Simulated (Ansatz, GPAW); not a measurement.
# Work function of Ta2NOS MXene under honeycomb BP, AB at several levels, part 2 of 2

Aim: the work function of both faces of Ta2NOS MXene under honeycomb BP, AB, and its spread over functionals and bases.

GPAW 26.7.0 and Ansatz 0.2.0; Ansatz plane waves; layer without images along its normal, relaxation of atoms and in-plane cell, with D3(BJ) dispersion (the session's first sound run).

So far, upper work function (eV): step 3 (plane waves, PBE) 5.01; step 4 (RPBE) 4.90; step 5 (LDA) 5.26; step 6 (GPAW, PAW setups) 5.20.

## Step 7: Real-space grid: mode = "fd"

A real-space grid is a second complete basis, so it checks the plane-wave result.

File run.py:

```python
import json
import numpy as np
from ase import Atoms
from gpaw import GPAW

slab = Atoms(
    ['S', 'Ta', 'N', 'Ta', 'O', 'P', 'B'],
    positions=[
        [0.00000, 1.84484, 8.00000],
        [1.59768, 0.92242, 9.62028],
        [-0.00000, 0.00000, 10.85666],
        [0.00000, 1.84484, 11.96570],
        [1.59768, 0.92242, 13.01114],
        [-0.00000, 0.00000, 16.21329],
        [1.59768, 0.92242, 16.21178]],
    cell=[[3.19536, -0.0, 0.0], [-1.59768, 2.76726, -0.0], [0.0, -0.0, 24.2133]],
    pbc=[True, True, False],
    magmoms=[0.0, 1.0, 0.0, 1.0, 0.0, 0.0, 0.0])

slab.calc = GPAW(mode='fd', h=0.18, xc='PBE', kpts={'size': (12, 12, 1), 'gamma': True},
                 occupations={'name': 'fermi-dirac', 'width': 0.05}, nbands='140%',
                 convergence={'density': 1e-05}, maxiter=200,
                 poissonsolver={'dipolelayer': 'xy'},
                 symmetry={'tolerance': 1e-3}, txt='slab.txt')
result = {}
energy = slab.get_potential_energy()
fermi = slab.calc.get_fermi_level()
v = slab.calc.get_electrostatic_potential().mean((0, 1)) - fermi
n = slab.calc.get_pseudo_density().mean((0, 1))
L = slab.cell[2, 2]
z = np.arange(len(v)) * L / len(v)
low, high = slab.positions[:, 2].min(), slab.positions[:, 2].max()
below, above = np.interp([low - 5.8, high + 5.8], z, v)
slopes = [np.interp(x, z, np.gradient(v, z)) for x in (low - 5.8, high + 5.8)]
eps = np.array([[slab.calc.get_eigenvalues(k, s) for k in range(len(slab.calc.get_ibz_k_points()))]
                for s in range(slab.calc.get_number_of_spins())]) - fermi
top, bottom = eps[eps < 0].max(), eps[eps > 0].min()
dipole = slab.get_dipole_moment()[2]
print(f'energy {energy:.4f} eV, Fermi level {fermi:.4f} eV, dipole {dipole:.5f} e A')
print(f'potential 5.8 A off the faces, from the Fermi level: lower {below:.4f} eV, upper {above:.4f} eV')
print(f'slope of the potential there: lower {slopes[0]:.5f}, upper {slopes[1]:.5f} eV/A')
print(f'nearest levels on the mesh: {top:.4f} and {bottom:.4f} eV')
print('magnetic moment', round(slab.get_magnetic_moment(), 3))
result.update(energy=energy, fermi=fermi, dipole=dipole, below=below, above=above, slopes=slopes, edges=[top, bottom],
              z=z.tolist(), v=v.tolist(), n=n.tolist(), positions=slab.positions.tolist(),
              forces=slab.get_forces(apply_constraint=False).tolist(), moments=slab.get_magnetic_moments().tolist())
json.dump(result, open('result.json', 'w'))
```

On the command line:

```
$ OMP_NUM_THREADS=1 OPENBLAS_NUM_THREADS=2 python run.py
```

The job ended after 11 min (2 threads of Intel Xeon 6975P-C (Granite Rapids), shared host; peak memory 1.2 GiB).

This step gave:

```yaml
dipole_along_the_normal: 0.002013 e·Å
levels_nearest_the_fermi_level_on_the_mesh: -0.03573, 0.07314 eV from the Fermi level
upper_work_function: 5.012 eV
lower_work_function: 5.053 eV
```

The upper face's work function is 5.012 eV, against 5.010 eV in the first plane-wave PBE run at this geometry.

## Step 8: Atomic orbitals: mode = "lcao"

Atom-centred orbitals end a few angstrom from the surface, which tests how much the density's tail matters.

run.py, as its differences from that of step 7:

```diff
@@ -19,4 +19,4 @@
 
-slab.calc = GPAW(mode='fd', h=0.18, xc='PBE', kpts={'size': (12, 12, 1), 'gamma': True},
-                 occupations={'name': 'fermi-dirac', 'width': 0.05}, nbands='140%',
+slab.calc = GPAW(mode='lcao', basis='dzp', h=0.18, xc='PBE', kpts={'size': (12, 12, 1), 'gamma': True},
+                 occupations={'name': 'fermi-dirac', 'width': 0.05}, nbands='120%',
                  convergence={'density': 1e-05}, maxiter=200,
```

It took 13 min on 2 threads; peak memory 0.46 GiB.

Numbers from this step:

```yaml
dipole_along_the_normal: 0.004643 e·Å
levels_nearest_the_fermi_level_on_the_mesh: -0.04934, 0.09728 eV from the Fermi level
upper_work_function: 4.980 eV
lower_work_function: 5.075 eV
```

Table of electrostatic potential energy of an electron (without an applied field's), less the Fermi level, planar mean by z:

z (Å), electrostatic potential energy of an electron (without an applied field's), less the Fermi level, planar mean (eV) and a bar from the least value:
```
      0.0        5.0 ##############################
      0.5        5.1 ##############################
      1.0        5.1 ##############################
      1.5        5.1 ##############################
      2.0        5.1 ##############################
      2.5        5.1 ##############################
      3.0        5.1 ##############################
      3.5        5.1 ##############################
      4.0        5.1 ##############################
      4.5        5.1 ##############################
      5.0        5.1 ##############################
      5.5        5.1 ##############################
      6.0        5.0 ##############################
      6.5        4.7 ##############################
      7.0        3.0 ############################
      7.5       -4.6 ####################
      8.0      -18.9 ######
      8.5       -8.1 #################
      9.0      -10.2 ##############
      9.5      -23.0 ##
     10.0      -17.3 #######
     10.5      -10.0 ###############
     11.0      -14.3 ##########
     11.5      -16.1 #########
     12.0      -24.5 
     12.5      -14.4 ##########
     13.0      -12.4 ############
     13.5        0.6 #########################
     14.0        4.4 #############################
     14.5        4.6 ##############################
     15.0        3.1 ############################
     15.5       -3.1 ######################
     16.0      -21.4 ###
     16.5      -18.1 ######
     17.0       -1.5 #######################
     17.5        3.5 ############################
     18.0        4.7 ##############################
     18.5        4.9 ##############################
     19.0        5.0 ##############################
     19.5        5.0 ##############################
     20.0        5.0 ##############################
     20.5        5.0 ##############################
     21.0        5.0 ##############################
     21.5        5.0 ##############################
     22.0        5.0 ##############################
     22.5        5.0 ##############################
     23.0        5.0 ##############################
     23.5        5.0 ##############################
     24.0        5.0 ##############################
```

The upper face's work function is 4.980 eV, against 5.010 eV in the first plane-wave PBE run at this geometry.

## Step 9: All levels side by side

Times are for 2 threads of Intel Xeon 6975P-C (Granite Rapids), shared host. The series side by side:

```
no.         run  upper work function (eV)  lower work function (eV)     time  memory (GiB)
  1          pw                     5.010                     5.053  3.9 min          0.43
  2        RPBE                     4.903                     4.953  3.7 min          0.43
  3         LDA                     5.264                     5.316  3.6 min          0.41
  4  optPBE vdW                     5.203                     5.297  4.3 min          0.64
  5          fd                     5.012                     5.053   11 min           1.2
  6        lcao                     4.980                     5.075   13 min          0.46
```

## Step 10: A second plane-wave code

A second program with its own datasets checks the number independently.

This step: Ansatz plane waves; slab in vacuum with a dipole correction (Ansatz 0.2.0).

File input.yaml:

```yaml
crystal:
  lattice:
    - [3.1953606426, 0.0, 0.0]
    - [-1.5976803213, 2.7672634908, 0.0]
    - [0.0, 0.0, 40.9658518785]
  atoms:
    - { symbol: S, position: [0.3333333333, 0.6666666667, 0.2023851981] }
    - { symbol: Ta, position: [0.6666666667, 0.3333333333, 0.2419372539], spin: 1.0 }
    - { symbol: "N", position: [0.0, 0.0, 0.2721179496] }
    - { symbol: Ta, position: [0.3333333333, 0.6666666667, 0.2991900985], spin: 1.0 }
    - { symbol: O, position: [0.6666666667, 0.3333333333, 0.324709965] }
    - { symbol: P, position: [0.0, 0.0, 0.4028763644] }
    - { symbol: B, position: [0.6666666667, 0.3333333333, 0.4028394206] }
magnetization:
  spin_polarized: true
kpoints:
  mp_grid: { grid: [12, 12, 1] }
hamiltonian:
  xc: pbe
scf:
  occupations: { method: fermi_dirac, width: 0.05 }
efield:
  axis: 3
  dipole_correction: true
  ramp_width: 0.05
output:
  forces: true
  write_potential: true
  write_density: true
  volumetric_format: npy
  elf: true
```

On the command line:

```
$ ansatz run input.yaml --threads 2 --pin off --max-ram 4096MiB --backend cpu --events-out ev --progress --plain --runs-dir out
```

Wall time 26 s (2 threads); peak memory 0.89 GiB.

This step gave:

- free energy: -22634.1849 eV
- upper work function: 4.994 eV
- lower work function: 5.038 eV
- dipole along the normal: 0.002186 e·Å
- dipole field: 0.001092 V/Å
- vacuum level above: 4.593 eV
- vacuum level below: 4.638 eV

The electrostatic potential energy of an electron (with the applied field's), less the Fermi level, planar mean by z:

```
z (Å)  electrostatic potential energy of an electron (with the applied field's), less the Fermi level, planar mean (eV)
    0                                                                                                              5.04
    2                                                                                                              5.04
    4                                                                                                              5.04
    6                                                                                                              5.00
    8                                                                                                             -6.70
   10                                                                                                             -18.5
   12                                                                                                             -17.4
   14                                                                                                              2.69
   16                                                                                                             -9.73
   18                                                                                                              4.15
   20                                                                                                              4.99
   22                                                                                                              4.99
   24                                                                                                              4.99
   26                                                                                                              4.99
   28                                                                                                              4.99
   30                                                                                                              4.99
   32                                                                                                              5.00
   34                                                                                                              5.04
   36                                                                                                              5.04
   38                                                                                                              5.04
   40                                                                                                              5.04
```

The valence density, planar mean (density) oscillates, so the rows of the table below give means over windows of 2 Å about each position, cut where the curve ends. Its maxima inside the range that stand out by 2 % of the span (Å: e/Å³): 10.0: 1.08, 12.2: 1.10, 16.5: 0.541. Its minima: 10.7: 0.667, 14.7: 0.0277.

The valence density, planar mean by z; means over each step:

```
z (Å)  density (e/Å³)  rho spin (e/Å³)
    4          1.4e-5         -9.4e-12
    6         0.00759         -7.7e-10
    8           0.337           3.4e-8
   10           0.824          -9.8e-8
   12           0.925           3.1e-8
   14           0.345          -5.3e-9
   16           0.344           4.2e-9
   18           0.102          -9.2e-9
   20          3.5e-4         -1.5e-10
   22               0          3.9e-12
```

Force by atom:

```
atom  x (eV/Å)  y (eV/Å)  z (eV/Å)   size
  S1     0.000     0.000    -0.138  0.138
 Ta2     0.000     0.000    -0.068  0.068
  N3     0.000     0.000     0.012  0.012
 Ta4     0.000     0.000     0.018  0.018
  O5     0.000     0.000     0.018  0.018
  P6     0.000     0.000     0.107  0.107
  B7     0.000     0.000     0.051  0.051
```

ELF in the ca plane at fractional y = 0.333, with atoms of Ta and O and B within 0.2 Å of it. It is the smooth field of the valence electrons, not physical close to the nuclei.

Ten even steps from '0' (0.00) to '9' (0.83), each cell a mean:
```
00000012456534663233114898510368999742000000
00000000012247677322148889820256445642000000
00000000001157238422259659930243002542000000
00000000123237777222138999820256556642000000
00000013467633552233113787400369999742000000
00000136899863213553222122000367888642100000
00000257999975324663243100000366666642100000
00000136889863212553221233100368888742100000
```
Columns run along c (16.0 Å, from fractional 0.12 to 0.51 of the cell), rows up along a (3.2 Å). Atoms in or near the plane, at fractional coordinates: Ta at (0.24, 0.67), O at (0.32, 0.67), B at (0.40, 0.67).

Valence density in the ca plane at fractional y = 0.333, with atoms of Ta and O and B within 0.2 Å of it. It is the smooth field of the valence electrons, not physical close to the nuclei.

Values in e/Å³, 5 rows by 16 columns, each cell a mean:
```
0.0 0.0 0.0 0.0 0.0 0.0 0.1 0.3 1.6 1.7 0.3 0.5 1.6 0.1 0.2 0.7
0.0 0.0 0.0 0.0 0.0 0.0 0.0 0.2 3.0 3.2 0.2 0.9 5.1 0.3 0.2 0.5
0.0 0.0 0.0 0.0 0.0 0.0 0.1 0.3 1.7 1.8 0.3 0.5 1.7 0.2 0.2 0.7
0.0 0.0 0.0 0.0 0.0 0.0 0.2 0.5 0.3 0.4 0.5 0.6 0.2 0.0 0.1 0.5
0.0 0.0 0.0 0.0 0.0 0.0 0.2 0.5 0.3 0.4 0.5 0.6 0.2 0.0 0.1 0.5
```
Columns run along c (16.0 Å, from fractional 0.03 to 0.42 of the cell), rows up along a (3.2 Å). Atoms in or near the plane, at fractional coordinates: Ta at (0.24, 0.67), O at (0.32, 0.67), B at (0.40, 0.67).

Electrostatic potential energy in the ca plane at fractional y = 0.333, with atoms of Ta and O and B within 0.2 Å of it. With pseudopotentials it is smooth inside the atoms' cores, unlike the true potential.

Values in eV, 5 rows by 16 columns, each cell a mean:
```
  4   1 -20 -34  -6  -5 -16   2   3 -15  -6   4   5   5   5   5
  4   1 -34 -50  -9  -3 -44  -5   2 -39 -20   4   5   5   5   5
  4   0 -20 -35  -6  -5 -17   2   3 -16  -6   4   5   5   5   5
  3  -5  -4  -6  -5 -16  -5   3   3  -5  -2   4   5   5   5   5
  3  -5  -4  -6  -5 -16  -5   3   3  -6  -2   4   5   5   5   5
```
Columns run along c (16.0 Å, from fractional 0.17 to 0.56 of the cell; values clipped at the 3rd and 97th percentile), rows up along a (3.2 Å). Atoms in or near the plane, at fractional coordinates: Ta at (0.24, 0.67), O at (0.32, 0.67), B at (0.40, 0.67).

The upper face's work function is 4.994 eV, against 5.010 eV in the first plane-wave PBE run at this geometry.

## Step 11: Side by side

Results and costs are gathered.

This step: comparison of work functions, dipole and cost (GPAW 26.7.0).

Ladder, by row:

```
      step    code  work function, upper (eV)  work function, lower (eV)  dipole (e Å)  wall time (s)  peak memory (GiB)  threads
        pw    GPAW                       5.01                      5.053      0.002257          234.1               0.43        2
      RPBE    GPAW                      4.903                      4.953      0.002614          224.5               0.43        2
       LDA    GPAW                      5.264                      5.316      0.002717          216.5               0.41        2
optPBE-vdW    GPAW                      5.203                      5.297      0.004784          256.3               0.64        2
        fd    GPAW                      5.012                      5.053      0.002013          639.2               1.22        2
      lcao    GPAW                       4.98                      5.075      0.004643          801.5               0.46        2
    ansatz  Ansatz                      4.994                      5.038      0.002186          25.67              0.892        2
```

## Step 12: What came out

```
work function, upper and lower face : 5.010 and 5.053 eV
dipole along the normal             : 0.00226 e Å
```

**Reading.** With plane waves and PBE the work function is 5.01 eV on the upper face and 5.05 eV on the lower. Over the sound runs of the table the upper face's work function spans 4.903 (RPBE) to 5.264 eV (LDA). The two plane-wave codes differ by 0.017 eV on the upper face. The layers' spacing was relaxed with a D3(BJ) dispersion term, which the later single points do not need. The two layers were forced onto one 1×1 cell, so each is strained from its own lattice constant, in some pairs by much; the numbers describe this forced stack. The small printed dipole stands for a step of -46 meV from the lower to the upper face, and the probes find -42 meV; values this small are near the numerical noise of both. One magnetic start was tried; another order may lie lower. The layer's cell and atoms come from the relaxation; spin-orbit coupling and temperature are left out.

[Logs are printed without paths, hosts, clocks, repeated set-up lines and the standing remarks that a program may print on its own settings, such as how far it seeks lower states.]

[Hosts, paths, dates, database ids (printed as entryN), source tags and the programs' standing remarks are cut or masked in the printed files.]
